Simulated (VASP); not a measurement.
Write the native input for VASP 6.6.1 that does the following.

```yaml
Task: single point
Functional: r2SCAN
Dispersion: D3(BJ)
Potentials_or_basis: VASP PAW PBE potentials, release 64 (O, H, C, N)
Cutoff: 520 eV
k_mesh: 1 × 1 × 1
Occupations: fermi-dirac, width 0.02 eV
Spin: no spin polarisation
Dipole_correction: no
Further_INCAR_settings: LREAL = Auto; ALGO = Normal; EDIFF = 1e-07; NBANDS = 50
```

H15C2NO6:

```
O H C N
1.0
     6.21705    0.00000    0.00000
     0.00000    6.21705    0.00000
     0.00000    0.00000    6.21705
O H C N
6 15 2 1
Direct
  0.73416 0.66070 0.50735
  0.89846 0.39649 0.84654
  0.00529 0.31296 0.25755
  0.40759 0.82069 0.78236
  0.14187 0.79037 0.41331
  0.27177 0.26344 0.61576
  0.86839 0.72470 0.47424
  0.68576 0.60189 0.36841
  0.83261 0.47145 0.72300
  0.04437 0.35861 0.78664
  0.94962 0.29820 0.11793
  0.12599 0.40841 0.23772
  0.38784 0.72271 0.90840
  0.53516 0.76055 0.70720
  0.20933 0.70932 0.29889
  0.23538 0.78011 0.53726
  0.16313 0.20129 0.51988
  0.33558 0.13225 0.67389
  0.67099 0.08049 0.09025
  0.60402 0.15062 0.37481
  0.40400 0.03342 0.21798
  0.54484 0.14468 0.20700
  0.46693 0.35351 0.15281
  0.41058 0.52678 0.11485
```

The cell was built by a generator and needn't be a form met in nature.

One way to write it, as run:

POSCAR

```
H15C2NO6
1.0
    6.2170530000      0.0000000000      0.0000000000
    0.0000000000      6.2170530000      0.0000000000
    0.0000000000      0.0000000000      6.2170530000
O H C N
6 15 2 1
Direct
    0.7341581293      0.6606988874      0.5073464872
    0.8984642724      0.3964901055      0.8465425661
    0.0052918963      0.3129617843      0.2575496783
    0.4075886115      0.8206943065      0.7823642488
    0.1418678593      0.7903744749      0.4133147972
    0.2717686338      0.2634367119      0.6157579805
    0.8683857127      0.7247002720      0.4742439867
    0.6857589922      0.6018928904      0.3684060599
    0.8326131368      0.4714452330      0.7229952841
    1.0443694143      0.3586104220      0.7866428033
   -0.0503775663      0.2981959459      0.1179336898
    0.1259921702      0.4084089359      0.2377171306
    0.3878364878      0.7227057579      0.9084046734
    0.5351570913      0.7605532718      0.7072000190
    0.2093274740      0.7093232115      0.2988875919
    0.2353848359      0.7801123780      0.5372641990
    0.1631319534      0.2012850783      0.5198765396
    0.3355770009      0.1322491541      0.6738884163
    0.6709931538      0.0804882957      0.0902517640
    0.6040160829      0.1506179857      0.3748078068
    0.4040017031      0.0334241963      0.2179810917
    0.5448401357      0.1446826977      0.2069951792
    0.4669254066      0.3535115432      0.1528055173
    0.4105803827      0.5267769150      0.1148454099
```

INCAR.step1

```
PREC = Accurate ; ENCUT = 520
ISMEAR = -1 ; SIGMA = 0.02
LREAL = Auto ; LASPH = T
NELM = 100 ; NBANDS = 50
GGA = PE ; ALGO = Normal
EDIFF = 1E-4 ; LWAVE = T
LCHARG = F
```

INCAR.step2

```
PREC = Accurate ; ENCUT = 520
EDIFF = 1E-7 ; ISMEAR = -1
SIGMA = 0.02 ; LREAL = Auto
LASPH = T ; NELM = 100
ALGO = Normal ; ISIF = 2
LWAVE = F ; LCHARG = T
METAGGA = R2SCAN ; LMIXTAU = T
IVDW = 12 ; VDW_S6 = 1.0
VDW_S8 = 0.78981345 ; VDW_A1 = 0.49484001
VDW_A2 = 5.73083694 ; LELF = T
LVHAR = T ; NBANDS = 50
ISTART = 1
```

KPOINTS

```
Automatic mesh
0
Gamma
  1 1 1
```

Potentials or basis: VASP PAW PBE potentials, release 64 (O, H, C, N).

Run with:

```console
$ cat potpaw_PBE.64/O/POTCAR potpaw_PBE.64/H/POTCAR potpaw_PBE.64/C/POTCAR potpaw_PBE.64/N/POTCAR > POTCAR
$ cp INCAR.step1 INCAR
$ mpirun -np 1 vasp_gam > vasp.out
$ cp INCAR.step2 INCAR
$ mpirun -np 1 vasp_gam > vasp.out
```

It gave:

```json
{
 "Pressure": "-0.8 GPa",
 "Largest force": "2.146 eV/Å",
 "Band gap on the k mesh": "5.61 eV, direct",
 "Dispersion energy per atom": "-0.020 eV"
}
```

Caveat: the standard files for N, O and F lose accuracy on very short bonds; the PAW data sets were made with another functional, which shifts forces and pressure a little.

Run time: 62 s on 1 thread of Intel(R) Xeon(R) 6975P-C (Granite Rapids), with other jobs on the host, peak memory 0.34 GiB.
